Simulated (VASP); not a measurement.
# Hf (P6_3/mmc) in VASP: a series of runs, part 2 of 2

VASP 6.6.1. Earlier steps stand in the parts before.

## (3) Relaxation of shape and atoms at fixed volume, PBE (a relaxed cell with its volume scaled by 0.94)

File INCAR:

```
SYSTEM = Hf
ALGO = Normal
EDIFF = 1E-7
EDIFFG = -0.01
ENCUT = 600
GGA = PE
IBRION = 2
ISIF = 4
ISMEAR = 1
LASPH = .TRUE.
LCHARG = .FALSE.
LREAL = .FALSE.
LWAVE = .FALSE.
NELM = 80
NSW = 40
PREC = Accurate
SIGMA = 0.1
```

File KPOINTS:

```
k-points
0
G
  15 15 7
  0 0 0
```

File POSCAR:

```
Hf                                      
1.0
    3.1353828971      0.0000000000      0.0000000000
   -1.5676914486      2.7153212396      0.0000000000
    0.0000000000      0.0000000000      4.9537993092
  Hf            
     2
Direct
     0.3333333332999970    0.6666666667000030    0.2500000000000000
     0.6666666667000030    0.3333333332999970    0.7500000000000000
```

Potentials or basis: VASP PAW PBE potentials, release 64 (Hf_pv).

Launch:

```bash
$ cat potpaw_PBE.64/Hf_pv/POTCAR > POTCAR
$ mpirun -np 1 vasp_std > vasp.out
```

OUTCAR:

```text
SYSTEM = Hf
   EDIFF = 1E-7
   EDIFFG = -0.01
   ENCUT = 600
   GGA = PE
   IBRION = 2
   ISIF = 4
   ISMEAR = 1
   LASPH = .TRUE.
   LREAL = .FALSE.
   NELM = 80
   NSW = 40
   PREC = Accurate

 ion  position               nearest neighbor table
   1  0.333  0.667  0.250-   2 3.07   2 3.07   2 3.07   2 3.07   2 3.07   2 3.07
   2  0.667  0.333  0.750-   1 3.07   1 3.07   1 3.07   1 3.07   1 3.07   1 3.07

  LATTYP: Found a hexagonal cell.
 ALAT       =     3.1353828971
 C/A-ratio  =     1.5799662981

  Lattice vectors:

 A1 = (   3.1353828971,   0.0000000000,   0.0000000000)
 A2 = (  -1.5676914486,   2.7153212396,   0.0000000000)
 A3 = (   0.0000000000,   0.0000000000,   4.9537993092)

Analysis of symmetry for initial positions (statically):
=====================================================================
 Subroutine PRICEL returns:
 Original cell was already a primitive cell.

 Routine SETGRP: Setting up the symmetry group for a
 hexagonal supercell.

 Subroutine GETGRP returns: Found 24 space group operations
 (whereof 12 operations were pure point group operations)
 out of a pool of 24 trial point group operations.

The static configuration has the point symmetry D_3d.
 The point group associated with its full space group is D_6h.

Analysis of symmetry for dynamics (positions and initial velocities):
=====================================================================
 Subroutine PRICEL returns:
 Original cell was already a primitive cell.

 Routine SETGRP: Setting up the symmetry group for a
 hexagonal supercell.

 Subroutine GETGRP returns: Found 24 space group operations
 (whereof 12 operations were pure point group operations)
 out of a pool of 24 trial point group operations.

The dynamic configuration has the point symmetry D_3d.
 The point group associated with its full space group is D_6h.

[... 178 lines left out ...]
  ---------------------------------------------------
  free  energy   TOTEN  =       -19.7892275116 eV

  energy  without entropy=      -19.7893857521  energy(sigma->0) =      -19.78928026

--------------------------------------- Ionic step        2  -------------------------------------------

 number of electron      19.9999999 magnetization

 Free energy of the ion-electron system (eV)
  ---------------------------------------------------
  ext. energy  EPLUGINS =         0.00000000
  ---------------------------------------------------
  free energy    TOTEN  =       -19.78930788 eV

  energy without entropy =      -19.78943547  energy(sigma->0) =      -19.78935041

 E-fermi :   5.3500     XC(G=0): -11.5550

 val. band max:        5.3497820855   @ k =   0.4000   0.2000   0.2857
 cond. band min:       5.3677356325   @ k =   0.3333   0.3333   0.2857
 fundamental gap:      0.0179535470
 Fermi energy:         5.3500293045

 k-point     1 :       0.0000    0.0000    0.0000
  band No.  band energies     occupation
      1     -25.7045      2.00000
      2     -24.8003      2.00000
      3     -24.8003      2.00000
      4     -24.6517      2.00000
      5     -24.6475      2.00000
      6     -24.6475      2.00000
      7      -2.2429      2.00000
      8       1.4396      2.00000
      9       6.1933     -0.00000
     10       6.5329     -0.00000
     11       6.5329     -0.00000
     12       6.8228     -0.00000
     13       7.4205      0.00000
     14       7.4205      0.00000
[... 377 lines left out ...]
      1     -25.4291      2.00000
      2     -25.2544      2.00000
      3     -25.1870      2.00000
      4     -25.1391      2.00000
      5     -24.9756      2.00000
      6     -24.9142      2.00000
      7       2.7172      2.00000
      8       2.9760      2.00000
      9       3.2364      2.00000
     10       4.1566      2.00000
     11       5.7230     -0.00000
     12       6.0349     -0.00000
     13       7.3103     -0.00000
     14      10.7193      0.00000

 [... further k-points ...]

------------------------ aborting loop because EDIFF is reached ----------------------------------------

  FORCE on cell =-STRESS in cart. coord.  units (eV):
  Direction    XX          YY          ZZ          XY          YZ          ZX
  --------------------------------------------------------------------------------------
  -------------------------------------------------------------------------------------
  Total        1.9613534      1.9613534      1.9684914     -0.0000000      0.0000000      0.0000000
  in kB       74.5102860     74.5102860     74.7814536     -0.0000000      0.0000000      0.0000000
  external PRESSURE =      74.6006752 kB  Pullay stress =       0.0000000 kB

 VOLUME and BASIS-vectors are now :
 -----------------------------------------------------------------------------
  energy-cutoff  :      600.00
  volume of cell :       42.17
      direct lattice vectors                 reciprocal lattice vectors
     3.132957149 -0.000000000  0.000000000     0.319187257  0.184282849  0.000000000
    -1.566478575  2.713220480 -0.000000000     0.000000000  0.368565698  0.000000000
     0.000000000  0.000000000  4.961473413    -0.000000000  0.000000000  0.201553030

 POSITION                                       TOTAL-FORCE (eV/Angst)
 -----------------------------------------------------------------------------------
     -0.00000      1.80881      1.24037        -0.000000     -0.000000      0.000000
      1.56648      0.90441      3.72111         0.000000      0.000000      0.000000
 -----------------------------------------------------------------------------------
    total drift:                               -0.000000      0.000000     -0.000000

  FREE ENERGIE OF THE ION-ELECTRON SYSTEM (eV)
  ---------------------------------------------------
  free  energy   TOTEN  =       -19.7893078830 eV

  energy  without entropy=      -19.7894354665  energy(sigma->0) =      -19.78935041

 reached required accuracy - stopping structural energy minimisation
```

Run time: 1.7 min. Hardware: 1 thread of Intel Xeon Platinum 8259CL at 2.50GHz (Skylake/Cascade Lake), shared host; peak memory 0.23 GiB.

Results:

| Item | Value |
| --- | --- |
| Free energy | -19.7893 eV |
| Energy gained by relaxing | 0.0 meV/atom |
| Ionic steps | 2 |
| Pressure after relaxing | 7.5 GPa |
| Band gap on the k mesh | none (metal or under the smearing width) |

Final structure:
```xyz
2
Lattice="3.1330 0.0000 0.0000 -1.5665 2.7132 0.0000 0.0000 0.0000 4.9615" Properties=species:S:1:pos:R:3 pbc="T T T"
Hf    0.0000    1.8088    1.2404
Hf    1.5665    0.9044    3.7211
```

Levels at points of the mesh, in eV from the Fermi level:
```tsv
k point	band 7	band 8	band 9	band 10	band 11	band 12	band 13	band 14
(0.00, 0.00, 0.00)	-7.59	-3.91	0.84	1.18	1.18	1.47	2.07	2.07
```

## (4) Relaxation of shape and atoms at fixed volume, PBE (a relaxed cell with its volume scaled by 0.96)

INCAR is that of step 3.

KPOINTS is that of step 3.

File POSCAR:

```
Hf                                      
1.0
    3.1574637859      0.0000000000      0.0000000000
   -1.5787318930      2.7344438502      0.0000000000
    0.0000000000      0.0000000000      4.9886863692
  Hf            
     2
Direct
     0.3333333332999970    0.6666666667000030    0.2500000000000000
     0.6666666667000030    0.3333333332999970    0.7500000000000000
```

Launch:

```bash
$ cat potpaw_PBE.64/Hf_pv/POTCAR > POTCAR
$ mpirun -np 1 vasp_std > vasp.out
```

It took 1.9 min on 1 thread of Intel Xeon Platinum 8259CL at 2.50GHz (Skylake/Cascade Lake), shared host; peak memory 0.23 GiB.

The run converged. Its results:

```yaml
Free_energy: -19.8235 eV
Energy_gained_by_relaxing: 0.0 meV/atom
Ionic_steps: 2
Pressure_after_relaxing: 4.7 GPa
Band_gap_on_the_k_mesh: none (metal or under the smearing width)
```

Final structure:
```yaml
crystal:
  lattice:
    - [3.15595, 0.00000, 0.00000]
    - [-1.57797, 2.73313, 0.00000]
    - [0.00000, 0.00000, 4.99349]
  atoms:
    - { symbol: Hf, position: [0.33333, 0.66667, 0.25000] }
    - { symbol: Hf, position: [0.66667, 0.33333, 0.75000] }
```

Levels at points of the mesh, in eV from the Fermi level:
```
           k point  band 7  band 8  band 9  band 10  band 11  band 12  band 13  band 14
(0.00, 0.00, 0.00)   -7.53   -3.84    0.76     1.18     1.18     1.47     2.04     2.04
```

Spin-orbit coupling is left out, which matters for the levels of Hf.

## (5) Relaxation of shape and atoms at fixed volume, PBE (a relaxed cell with its volume scaled by 0.98)

INCAR is that of step 4.

KPOINTS is that of step 4.

File POSCAR:

```
Hf                                      
1.0
    3.1792400863      0.0000000000      0.0000000000
   -1.5896200432      2.7533026796      0.0000000000
    0.0000000000      0.0000000000      5.0230921900
  Hf            
     2
Direct
     0.3333333332999970    0.6666666667000030    0.2500000000000000
     0.6666666667000030    0.3333333332999970    0.7500000000000000
```

Launch:

```bash
$ cat potpaw_PBE.64/Hf_pv/POTCAR > POTCAR
$ mpirun -np 1 vasp_std > vasp.out
```

Run time: 73 s. Hardware: 1 thread of Intel Xeon Platinum 8259CL at 2.50GHz (Skylake/Cascade Lake), shared host; peak memory 0.22 GiB.

It converged, with:

```yaml
Free_energy: -19.8431 eV
Pressure_after_relaxing: 2.3 GPa
Band_gap_on_the_k_mesh: none (metal or under the smearing width)
```

Stress tensor (GPa, compression positive):
```
2.23 0.00 0.00
0.00 2.23 0.00
0.00 0.00 2.33
```

Final structure:
```
CELL_PARAMETERS angstrom
3.17924 0.00000 0.00000
-1.58962 2.75330 0.00000
0.00000 0.00000 5.02309
ATOMIC_POSITIONS crystal
Hf 0.33333 0.66667 0.25000
Hf 0.66667 0.33333 0.75000
```

Levels at points of the mesh, in eV from the Fermi level:
```
           k point  band 7  band 8  band 9  band 10  band 11  band 12  band 13  band 14
(0.00, 0.00, 0.00)   -7.46   -3.78    0.70     1.17     1.17     1.47     2.01     2.01
```

Caveat: the relaxation stopped at its first step, so nothing moved.

## (6) Summary

| task | cell | gap on the mesh (eV) | pressure (GPa) |
| --- | --- | --- | --- |
| relaxation of cell and atoms | relaxed | none | 0.0 |
| relaxation of shape and atoms at fixed volume | atoms relaxed at fixed volume from: a relaxed cell with its volume scaled by 0.94 | none | 7.5 |
| relaxation of shape and atoms at fixed volume | atoms relaxed at fixed volume from: a relaxed cell with its volume scaled by 0.96 | none | 4.7 |
| relaxation of shape and atoms at fixed volume | atoms relaxed at fixed volume from: a relaxed cell with its volume scaled by 0.98 | none | 2.3 |

Alike in all rows: level PBE; potentials or basis VASP PAW PBE potentials, release 64 (Hf_pv); no spin polarisation; k mesh 15 × 15 × 7; cutoff (eV) 600; smearing methfessel-paxton 0.1 eV.

Caveats: the relaxation stopped at its first step, so nothing moved (some runs).

Absolute energies hang on the potentials; compare differences alone.
